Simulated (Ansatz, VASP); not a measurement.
**Cross-check of GaSb between VASP and Ansatz**

Wanted: the spread between two codes on one cell, functional and k mesh. The cell is a member of a volume series, scaled by 0.94 from a relaxed one, so a pressure remains.

Program: Ansatz 0.2.0. Level of theory: plane waves, with VASP 6.6.1 beside it; single point at PBE with D3(BJ). Results are calculated unless marked as measured.

### 1. The structure

The structure is cubic, space group F-43m (No. 216). The conventional cell has a = 6.006 Å, b = 6.006 Å, c = 6.006 Å, α = 90.00°, β = 90.00°, γ = 90.00°. Nearest to Ga lie 4 Sb at 2.60 Å. Nearest to Sb lie 4 Ga at 2.60 Å. Farther neighbours are not listed.

Structure file:

```cif
data_structure
_symmetry_space_group_name_H-M 'F-43m'
_symmetry_Int_Tables_number 216
_cell_length_a 6.0057
_cell_length_b 6.0057
_cell_length_c 6.0057
_cell_angle_alpha 90.000
_cell_angle_beta 90.000
_cell_angle_gamma 90.000
_cell_volume 216.62
loop_
_atom_site_label
_atom_site_type_symbol
_atom_site_symmetry_multiplicity
_atom_site_Wyckoff_symbol
_atom_site_fract_x
_atom_site_fract_y
_atom_site_fract_z
_atom_site_occupancy
Ga1 Ga 4 a 0.00000 0.00000 0.00000 1
Sb1 Sb 4 d 0.25000 0.25000 0.75000 1
```

### 2. VASP: single point, PBE with D3(BJ), volume scaled by 0.94

With cell and atoms fixed, the geometry can't cause a difference; cores, projectors, grids and the points listed under the comparison can.

Lines of VASP's logs that name or quote its potential files are left out, and so is its time.

INCAR reads:

```
SYSTEM = GaSb
PREC = Accurate
ENCUT = 400
EDIFF = 1E-06
NELM = 100
ISMEAR = 0
SIGMA = 0.05
LREAL = .FALSE.
ALGO = Normal
GGA = PE
IVDW = 12
NBANDS = 15
LORBIT = 11
LWAVE = .FALSE.
LCHARG = .FALSE.
KPAR = 2
ISIF = 2
```

POSCAR reads:

```
GaSb
1.0
    0.0000000000      3.0028513462      3.0028513462
    3.0028513462      0.0000000000      3.0028513462
    3.0028513462      3.0028513462      0.0000000000
Ga Sb
1 1
Direct
    0.0000000000      0.0000000000      0.0000000000
    0.2500000000      0.2500000000      0.2500000000
```

KPOINTS reads:

```
Automatic mesh
0
Gamma
6 6 6
0 0 0
```

PAW data sets: Ga_d and Sb (PBE family, release 64).

Started as:

```bash
$ mpirun -np 2 vasp_std
```

Numbers of over 12 decimals in the logs are rounded to 6 here.

Log:

```text
[banner, memory and clock lines left out]
running    2 mpi-ranks, on    1 nodes
 distrk:  each k-point on    1 cores,    2 groups
 distr:  one band on    1 cores,    1 groups

 POSCAR found type information on POSCAR GaSb
 POSCAR found :  2 types and       2 ions
 LDA part: xc-table for (Slater+PW92), standard interpolation
 POSCAR, INCAR and KPOINTS ok, starting setup
 FFT: planning ... GRIDC
 FFT: planning ... GRID_SOFT
 FFT: planning ... GRID
 WAVECAR not read
 entering main loop
       N       E                     dE             d eps       ncg     rms          rms(c)
DAV:   1     0.702605401648E+02    0.70261E+02   -0.76584E+03   496   0.128E+03
DAV:   2    -0.226296685647E+01   -0.72524E+02   -0.70201E+02   557   0.255E+02
DAV:   3    -0.722024970488E+01   -0.49573E+01   -0.49408E+01   550   0.599E+01
DAV:   4    -0.730522045721E+01   -0.84971E-01   -0.84960E-01   620   0.897E+00
DAV:   5    -0.730738837032E+01   -0.21679E-02   -0.21679E-02   572   0.123E+00    0.345E+00
DAV:   6    -0.725422766726E+01    0.53161E-01   -0.67850E-02   684   0.427E+00    0.208E+00
DAV:   7    -0.723815147580E+01    0.16076E-01   -0.47236E-02   571   0.183E+00    0.365E-01
DAV:   8    -0.723918465220E+01   -0.10332E-02   -0.48608E-03   623   0.866E-01    0.979E-02
DAV:   9    -0.723967728443E+01   -0.49263E-03   -0.74039E-04   543   0.225E-01    0.363E-02
DAV:  10    -0.723969224435E+01   -0.14960E-04   -0.30906E-05   628   0.403E-02    0.105E-02
DAV:  11    -0.723971735249E+01   -0.25108E-04   -0.32548E-05   529   0.370E-02    0.606E-03
DAV:  12    -0.723971793834E+01   -0.58585E-06   -0.12854E-06   594   0.913E-03
   1 F= -.79462963E+01 E0= -.79462963E+01  d E =-.115418E-10
```

From OUTCAR (step 2):

```text
ion  position               nearest neighbor table
   1  0.000  0.000  0.000-   2 2.60   2 2.60   2 2.60   2 2.60
   2  0.250  0.250  0.250-   1 2.60   1 2.60   1 2.60   1 2.60

  LATTYP: Found a face centered cubic cell.
 ALAT       =     6.0057026924

 Subroutine GETGRP returns: Found 24 space group operations
 (whereof 24 operations were pure point group operations)

The static configuration has the point symmetry T_d .

 Found     16 irreducible k-points:

   k-points           NKPTS =     16   k-points in BZ     NKDIM =     16   number of bands    NBANDS=     15

   dimension x,y,z NGX =    28 NGY =   28 NGZ =   28
   dimension x,y,z NGXF=    56 NGYF=   56 NGZF=   56

   ENCUT  =  400.0 eV  29.40 Ry    5.42 a.u.   6.93  6.93  6.93*2*pi/ulx,y,z

   NELECT =      18.0000    total number of electrons

 k-points in reciprocal lattice and weights: Automatic mesh
   0.00000000  0.00000000  0.00000000       0.005
   0.16666667  0.00000000  0.00000000       0.037
   0.33333333  0.00000000  0.00000000       0.037
   0.50000000  0.00000000  0.00000000       0.019
   0.16666667  0.16666667  0.00000000       0.028
   0.33333333  0.16666667  0.00000000       0.111
   0.50000000  0.16666667  0.00000000       0.111
  -0.33333333  0.16666667  0.00000000       0.111
  -0.16666667  0.16666667  0.00000000       0.056
[...]
-0.33333333  0.33333333  0.16666667       0.111
  -0.33333333  0.50000000  0.16666667       0.056

 average (electrostatic) potential at core
       1 -65.2157       2 -87.1128

 E-fermi :   5.6741

 k-point     1 :       0.0000    0.0000    0.0000
  band No.  band energies     occupation
    ...
      5      -9.6409      2.00000
      6      -6.4145      2.00000
      7       5.4658      2.00000
      8       5.4658      2.00000
      9       5.4658      2.00000
     10       5.9023      0.00000
     11       8.2134      0.00000
     12       8.2134      0.00000
     13       8.2134      0.00000
     14      11.3198      0.00000
    ...

 k-point     2 :       0.1667    0.0000    0.0000
  band No.  band energies     occupation
    ...
      5      -9.6414      2.00000
      6      -6.1123      2.00000
      7       2.7424      2.00000
      8       5.0231      2.00000
      9       5.0231      2.00000
     10       6.6470      0.00000
     11       8.7954      0.00000
     12       8.7954      0.00000
     13       9.5896      0.00000
     14      12.5919      0.00000
    ...

 k-point     3 :       0.3333    0.0000    0.0000
  band No.  band energies     occupation
    ...
      5      -9.6412      2.00000
      6      -5.2993      2.00000
      7       0.0987      2.00000
      8       4.4386      2.00000
      9       4.4386      2.00000
     10       6.1786      0.00000
     11       9.2392      0.00000
     12       9.2392      0.00000
     13      12.0494      0.00000
     14      12.6440      0.00000
    ...

 Edisp (eV)   -0.70658

  Total       1.17551     1.17551     1.17551    -0.00000    -0.00000     0.00000
  in kB      34.77811    34.77811    34.77811    -0.00000    -0.00000     0.00000
  external pressure =       34.78 kB  Pullay stress =        0.00 kB

  energy-cutoff  :      400.00
  volume of cell :       54.15
      direct lattice vectors                 reciprocal lattice vectors
     0.000000000  3.002851346  3.002851346    -0.166508409  0.166508409  0.166508409
     3.002851346  0.000000000  3.002851346     0.166508409 -0.166508409  0.166508409
     3.002851346  3.002851346  0.000000000     0.166508409  0.166508409 -0.166508409

 POSITION                                       TOTAL-FORCE (eV/Angst)
 -----------------------------------------------------------------------------------
      0.00000      0.00000      0.00000        -0.000000     -0.000000     -0.000000
      1.50143      1.50143      1.50143         0.000000      0.000000      0.000000
 -----------------------------------------------------------------------------------
    total drift:                                0.000003      0.000003      0.000003

  FREE ENERGIE OF THE ION-ELECTRON SYSTEM (eV)
  ---------------------------------------------------
  free  energy   TOTEN  =        -7.9462963015 eV

  energy  without entropy=       -7.9462963015  energy(sigma->0) =       -7.94629630

 total charge
# of ion       s       p       d       tot
------------------------------------------
    1        0.902   0.826   9.969  11.697
    2        1.118   1.387   0.031   2.536
--------------------------------------------------
tot          2.020   2.213  10.001  14.233

[... 3 further parts left out ...]
```

The run ends at a pressure of 3.48 GPa.

### 3. Ansatz: single point, PBE with D3(BJ), volume scaled by 0.94

Ansatz runs on its default PAW (the set named soft_2) files.

The same cell, functional, mesh and smearing now go to Ansatz, which takes its cutoff from its data sets.

input.yaml reads:

```yaml
crystal:
  lattice:
    - [0.0, 3.0028513462, 3.0028513462]
    - [3.0028513462, 0.0, 3.0028513462]
    - [3.0028513462, 3.0028513462, 0.0]
  atoms:
    - { symbol: Ga, position: [0.0, 0.0, 0.0] }
    - { symbol: Sb, position: [0.25, 0.25, 0.25] }
hamiltonian:
  xc: pbe
  pseudopotentials: { kind: paw }
  dispersion: d3bj
kpoints:
  mp_grid: { grid: [6, 6, 6] }
scf:
  occupations: { method: gaussian, width: 0.05 }
  n_extra_bands: 4
output:
  forces: true
  stress: true
  eigenvalues: true
```

Started as:

```bash
$ ansatz run input.yaml --threads 2 --pin off --max-ram 4608MiB --backend cpu --events-out ev --progress --plain --runs-dir out
```

Log:

```text
scf.n_extra_bands = 4 over 14 filled bands (N_el = 28.0): the run solves 18 bands
Engine: ansatz 0.2.0, aarch64-unknown-linux-gnu
Pseudopotentials: kind: paw
Pseudopotential: Ga, paw, valence charge 13, recommended cutoff 420 eV (normal), Ga.paw.azcp
Pseudopotential: Sb, paw, valence charge 15, recommended cutoff 420 eV (normal), Sb.paw.azcp
Functional definition: PBE
  parameter kappa = 0.804
  parameter beta = 0.066725
  exchange = pbe_x(kappa = kappa, mu = beta*pi^2/3)
  correlation = pbe_c(beta = beta)
Crystal: 2 atoms, lattice volume = 54.154 Å³
Basis set: ecut = 420 eV, 1067 PW (Γ), exchange–correlation on 60×60×60 points (8 copies of the dense FFT grid, shifted against one another)
Bands: 18, of which v1, the nominal top of the filled ones, is band 14 counted from 1 (13 counted from 0)
Symmetry: 24 space group operations
Space group: F-43m (ITA 216), of the structure as read, at distance tolerance 3.8e-5 Å
k-points: 16 of 216 (time reversal used)
Non-local potential: Ga, projectors of the file, l = 0: 2, l = 1: 2, l = 2: 3, l = 3: 1
Non-local potential: Sb, projectors of the file, l = 0: 2, l = 1: 2, l = 2: 2, l = 3: 2
PAW form: soft (Blöchl's): semilocal exchange-correlation on the pseudo side does not see the compensation charge
PAW one-centre angular grid: Ga, 590 points (default); XC on 64 Gauss nodes
PAW one-centre angular grid: Sb, 590 points (default); XC on 64 Gauss nodes
Initial density: superposition of atomic densities (neutral atoms: chi_scale 0, normalization atom), corrected by the library's trained network
Initial wavefunctions: pseudopotential atomic-orbital guess
Functional: x = pbe(κ = 0.804, μ = 0.219515), c = pbe(β = 0.066725)
SCF iter   1: F=—  HF=-10268.421418 eV  |F-HF|=—  |Δ(HF+E_count)|=         —  Δρ=1.30e-3  dr2=8.26e-4  ethr=1.77e-3  ⟨swp⟩=6.1  Hψ=1477  notcnv=0
preconditioner: auto → none  [insulator: Δε(μ)=0.434 eV  Ē_g=14.823 eV  σ=0.050 eV  W_gap=1.00  n_scr=14 (ndim 8)  ℏωp=21.4 eV  f_vac=0.077  D(μ)=0.00/eV (n_scr^D=0)  ε∞_Penn≈3.1]
SCF iter   2: F=—  HF=-10268.420014 eV  |F-HF|=—  |Δ(HF+E_count)|=   1.40e-3  Δρ=5.70e-4  dr2=1.78e-4  ethr=2.95e-6  ⟨swp⟩=2.6  Hψ=697  notcnv=0
SCF iter   3: F=—  HF=-10268.419962 eV  |F-HF|=—  |Δ(HF+E_count)|=   5.19e-5  Δρ=2.15e-4  dr2=2.92e-5  ethr=6.35e-7  ⟨swp⟩=2.0  Hψ=432  notcnv=0
SCF iter   4: F=—  HF=-10268.420004 eV  |F-HF|=—  |Δ(HF+E_count)|=   4.13e-5  Δρ=9.83e-5  dr2=3.51e-6  ethr=1.04e-7  ⟨swp⟩=2.0  Hψ=352  notcnv=0
SCF iter   5: F=—  HF=-10268.420009 eV  |F-HF|=—  |Δ(HF+E_count)|=   5.25e-6  Δρ=2.64e-5  dr2=5.23e-7  ethr=1.25e-8  ⟨swp⟩=2.0  Hψ=512  notcnv=0
SCF iter   6: F=-10268.420010 eV  HF=-10268.420010 eV  |F-HF|=2.31e-8  |Δ(HF+E_count)|=   5.76e-7  Δρ=3.89e-6  dr2=7.47e-9  ethr=3.57e-10  ⟨swp⟩=6.8  Hψ=1399  notcnv=0
SCF 1 converged in 6 iterations: F = -10268.420010 eV  dr2 = 7.47e-9
  greatest PAW one-centre occupation: 0.995 electrons in one spin orbital (limit 2), on the Sb atom at site 1 (counted from 0), in its partial waves of l = 2
SCF converged after 6 iterations
Free energy (F): -10268.420010 eV
Harris-Foulkes:  -10268.420010 eV  (|F-HF|=2.31e-8)
Internal energy: -10268.420010 eV  (E = F + TS)
E sigma→0 (E₀):  -10268.420010 eV
Fermi energy:    8.682761 eV
--- Per-component energies (eV) ---
  E_band       = -243.455348
  E_kinetic    = 324.733321
  E_local      = -3839.099605  (includes V_loc(G=0)·N_el)
  E_nonlocal   = 787.484013
  E_hartree    = 1772.815361
  E_xc         = -208.144291
  E_vxc        = -155.103543  (∫ρ·V_xc dr)
  E_paw        = -6564.950387  (= ΣΔE_a)
  E_vpaw       = -907.097978  (= ΣTr[D̂ρ^β])
  E_aug_tail   = -0.000095  (compensation charges beyond the density's cutoff)
  E_ewald      = -2540.551550
  E_disp       = -0.706777  (pairwise vdW)
  E_smearing   = -0.000000  (= −TS)
  E_closure    = 0.000000  (closes the sum)
  Σ components = -10268.420010   (vs F -10268.420010, Δ=0.00e0)
--- Forces (eV/Å), atoms counted from 1 ---
  atom   1  Ga     0.00000000    -0.00000000    -0.00000000
  atom   2  Sb    -0.00000000     0.00000000     0.00000000
  max |Σ_I F_I| component: 9.25e-17 eV/Å
--- Stress (GPa, compression-positive) ---
        3.538852       0.000000       0.000000
       -0.000000       3.538852       0.000000
       -0.000000       0.000000       3.538852
  P = ⅓ Tr σ = 3.5389 GPa (35.389 kbar)
--- Band table (eV; the first three rows and the last of 16) ---
  k-point 0: bands = [... 10 lower, -3.4167, 8.4619, 8.4619, 8.4619, 8.8975, 11.2271, 11.2271, 11.2271]
  k-point 1: bands = [... 10 lower, -3.1143, 5.7439, 8.0215, 8.0215, 9.6498, 11.8094, 11.8094, 12.5950]
  k-point 2: bands = [... 10 lower, -2.3011, 3.1056, 7.4388, 7.4388, 9.1826, 12.2563, 12.2563, 15.0632]
  k-point 15: bands = [... 10 lower, -0.6954, 1.5094, 5.0325, 5.2117, 11.0755, 11.2895, 14.7146, 14.7741]
```

The job ended after 1.7 s (2 threads of Arm Neoverse N1, shared host; peak memory 0.31 GiB).

Reading the cycles: dr2 is the Hartree energy of the density residual (eV), the measure of convergence; HF is the Harris–Foulkes estimate of the energy, which meets the free energy F at convergence.

The run ends at a pressure of 3.54 GPa.

### 4. Differences

Known differences besides the potentials themselves: the data sets hold 28 valence electrons in Ansatz (default PAW (the set named soft_2) files) and 18 in VASP; the cutoff is 420 eV in Ansatz and 400 eV in VASP; VASP leaves aspherical gradient terms in its spheres out (LASPH is not set), Ansatz keeps them. Total energies have different zeros and are not compared.

Both answers:

| quantity | Ansatz | VASP | difference |
| --- | --- | --- | --- |
| pressure (GPa) | 3.54 | 3.48 | +0.06 |
| gap on the k mesh (eV) | 0.436 | 0.436 | -0.001 |

A gap on the mesh is an upper bound, since the band edges may lie between its points. Ansatz's pressure holds a Pulay correction of 0.04 GPa; VASP's holds none.

### 5. Other set-ups

Further runs change the set-up of one program: Ansatz's method, potentials or start, or VASP's data sets, cutoff or form of LDA. The table gives Ansatz less VASP for each quantity, since a change that brings one quantity closer may part another.

```
                              run  pressure (GPa)  gap on the k mesh (eV)
                         as above           0.061                 -8.3e-4
Ansatz's all-electron LAPW method           0.064                  0.0050
```

### 6. VASP: single point, PBE with D3(BJ), volume scaled by 0.96

With cell and atoms fixed, the geometry can't cause a difference; cores, projectors, grids and the points listed under the comparison can. The cell compared in this pair holds 55.31 Å³, against 54.15 Å³ for the pair before.

INCAR is that of step 2.

POSCAR reads:

```
GaSb
1.0
    0.0000000000      3.0239988834      3.0239988834
    3.0239988834      0.0000000000      3.0239988834
    3.0239988834      3.0239988834      0.0000000000
Ga Sb
1 1
Direct
    0.0000000000      0.0000000000      0.0000000000
    0.2500000000      0.2500000000      0.2500000000
```

KPOINTS is that of step 2.

Started as:

```bash
$ mpirun -np 2 vasp_std
```

Log:

```text
[... set-up lines as in an earlier step ...]
 entering main loop
       N       E                     dE             d eps       ncg     rms          rms(c)
DAV:   1     0.763614678182E+02    0.76361E+02   -0.78336E+03   480   0.129E+03
DAV:   2    -0.184577702132E+01   -0.78207E+02   -0.76050E+02   550   0.275E+02
DAV:   3    -0.725201424679E+01   -0.54062E+01   -0.53950E+01   592   0.631E+01
DAV:   4    -0.733893561875E+01   -0.86921E-01   -0.86912E-01   606   0.906E+00
[...]
DAV:  10    -0.727699791619E+01   -0.16732E-04   -0.30717E-05   635   0.396E-02    0.112E-02
DAV:  11    -0.727702363209E+01   -0.25716E-04   -0.34880E-05   515   0.386E-02    0.590E-03
DAV:  12    -0.727702422989E+01   -0.59780E-06   -0.12441E-06   594   0.887E-03
   1 F= -.79676307E+01 E0= -.79676307E+01  d E =-.169111E-06
```

OUTCAR, selected parts (step 6):

```text
 Edisp (eV)   -0.69061

  Total       0.73224     0.73224     0.73224    -0.00000     0.00000     0.00000
  in kB      21.21245    21.21245    21.21245    -0.00000     0.00000     0.00000
  external pressure =       21.21 kB  Pullay stress =        0.00 kB

 POSITION                                       TOTAL-FORCE (eV/Angst)
 -----------------------------------------------------------------------------------
      0.00000      0.00000      0.00000         0.000000      0.000000      0.000000
      1.51200      1.51200      1.51200        -0.000000     -0.000000     -0.000000
 -----------------------------------------------------------------------------------
    total drift:                                0.000004      0.000004      0.000004

  FREE ENERGIE OF THE ION-ELECTRON SYSTEM (eV)
  ---------------------------------------------------
  free  energy   TOTEN  =        -7.9676307418 eV

  energy  without entropy=       -7.9676305727  energy(sigma->0) =       -7.96763066

[... 1 part as in an earlier step ...]

[... 2 further parts left out ...]
[key lines of the parts left out:]
E-fermi :   5.3841
```

The run ends at a pressure of 2.12 GPa.

### 7. Ansatz: single point, PBE with D3(BJ), volume scaled by 0.96

The same cell, functional, mesh and smearing now go to Ansatz, which takes its cutoff from its data sets.

The cell is a member of a volume series, scaled by 0.96 from a relaxed one, so a pressure remains.

input.yaml, the sections that differ from step 3:

```yaml
crystal:
  lattice:
    - [0.0, 3.0239988834, 3.0239988834]
    - [3.0239988834, 0.0, 3.0239988834]
    - [3.0239988834, 3.0239988834, 0.0]
  atoms:
    - { symbol: Ga, position: [0.0, 0.0, 0.0] }
    - { symbol: Sb, position: [0.25, 0.25, 0.25] }
# hamiltonian, kpoints, scf, output: as in step 3
```

Started as:

```bash
$ ansatz run input.yaml --threads 2 --pin off --max-ram 4608MiB --backend cpu --events-out ev --progress --plain --runs-dir out
```

Log:

```text
[...]
Crystal: 2 atoms, lattice volume = 55.306 Å³
Basis set: ecut = 420 eV, 1067 PW (Γ), exchange–correlation on 60×60×60 points (8 copies of the dense FFT grid, shifted against one another)
Bands: 18, of which v1, the nominal top of the filled ones, is band 14 counted from 1 (13 counted from 0)
Symmetry: 24 space group operations
[...]
k-points: 16 of 216 (time reversal used)
[...]
--- Band table (eV; the first three rows and the last of 16) ---
  k-point 0: bands = [... 10 lower, -3.5493, 8.1739, 8.1739, 8.1739, 8.4545, 10.9466, 10.9466, 10.9466]
  k-point 1: bands = [... 10 lower, -3.2547, 5.4642, 7.7486, 7.7486, 9.2948, 11.5134, 11.5134, 12.2382]
  k-point 2: bands = [... 10 lower, -2.4651, 2.8904, 7.1813, 7.1813, 8.8462, 11.9623, 11.9623, 14.7305]
  k-point 15: bands = [... 10 lower, -0.9197, 1.3172, 4.8419, 5.0191, 10.7721, 11.0070, 14.3644, 14.4190]
[key lines of the parts left out:]
SCF converged after 6 iterations
Free energy (F): -10268.440480 eV
Fermi energy:    8.318800 eV
P = ⅓ Tr σ = 2.1825 GPa (21.825 kbar)
```

Run time: 1.6 s. Hardware: 2 threads; peak memory 0.31 GiB.

For the pressure, step 4 gave 3.54 GPa; this run, with cell volume +2.1 %, gives 2.18 GPa (-38 %).

### 8. Comparison

Compared:

```csv
quantity,Ansatz,VASP,difference
pressure (GPa),2.18,2.12,+0.06
gap on the k mesh (eV),0.281,0.281,0.000
```

A gap on the mesh is an upper bound, since the band edges may lie between its points. Ansatz's pressure holds a Pulay correction of 0.04 GPa; VASP's holds none.

[end of part 1 of 2]

[Lines on the potential files, build, host, timing and source positions are cut from VASP's logs without a mark.]

[Logs are printed without paths, hosts, clocks, repeated set-up lines and the standing remarks that a program may print on its own settings, such as how far it seeks lower states.]

[Hosts, paths, dates, database ids (printed as entryN), source tags and the programs' standing remarks are cut or masked in the printed files.]
